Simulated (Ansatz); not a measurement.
# Si: a relaxation

The task, for Si: find the bulk's equilibrium cell.

Program: Ansatz 0.2.0. Level of theory: DFT PBE+D3(BJ), scalar-relativistic, plane waves, PAW. These are calculated values, not measurements.

1 further run of the same task is left out (set aside as unsound or not needed).

**1. The structure to begin with**

Symmetry: Fd-3m, No. 227, cubic system. The conventional cell has a = 5.431 Å, b = 5.431 Å, c = 5.431 Å, α = 90.00°, β = 90.00°, γ = 90.00°. Si (site symmetry -43m) is surrounded by 4 Si at 2.35 Å.

Coordinates:

```cif
data_structure
_symmetry_space_group_name_H-M 'P 1'
_symmetry_Int_Tables_number 1
_cell_length_a 3.8403
_cell_length_b 3.8403
_cell_length_c 3.8403
_cell_angle_alpha 60.000
_cell_angle_beta 60.000
_cell_angle_gamma 60.000
_cell_volume 40.05
loop_
_atom_site_label
_atom_site_type_symbol
_atom_site_fract_x
_atom_site_fract_y
_atom_site_fract_z
_atom_site_occupancy
Si1 Si 0.50000 0.50000 0.50000 1
Si2 Si 0.75000 0.75000 0.75000 1
```

Source of the structure: the Crystallography Open Database.

(A quick probe on a coarse mesh, which set the mesh and smearing, is not shown.)

**3. The relaxation**

File input.yaml:

```yaml
crystal:
  lattice:
    - [0.0, 2.71547, 2.71547]
    - [2.71547, 0.0, 2.71547]
    - [2.71547, 2.71547, 0.0]
  atoms:
    - { symbol: Si, position: [0.5, 0.5, 0.5] }
    - { symbol: Si, position: [0.75, 0.75, 0.75] }
basis:
  ecutwfc: 420
kpoints:
  mp_grid: { grid: [10, 10, 10] }
hamiltonian:
  xc: pbe
  dispersion: d3bj
scf:
  occupations: { method: gaussian, width: 0.02 }
output:
  forces: true
  stress: true
  eigenvalues: true
  write_density: true
  write_potential: true
  elf: true
  volumetric_format: npy
relax:
  adjacent_minimum: "off"
  f_tol: 0.005
  max_steps: 80
  cell: { stress_tol: 0.05 }
```

Launch:

```bash
$ ansatz run input.yaml --threads 4 --pin off --max-ram 10240MiB --backend cpu --events-out ev --progress --plain --runs-dir out
```

The session goes on with these runs: relaxing again on a mesh for the new cell.

Q: Predict the outcome of this session. Wanted: bulk: relaxed cell; bulk: volume.

**Answer**, as computed:

| quantity | value |
| --- | --- |
| bulk: relaxed cell (conventional) | a = 5.422 Å, b = 5.422 Å, c = 5.422 Å, α = 90.00°, β = 90.00°, γ = 90.00° |
| bulk: space group (0.01 Å) | Fd-3m (No. 227) |
| bulk: volume | 19.92 Å³/atom |

**Reading.** Relaxation lowered the bulk's volume by 0.5 %. The start is a reported cell, which holds thermal expansion that this zero-temperature run lacks.
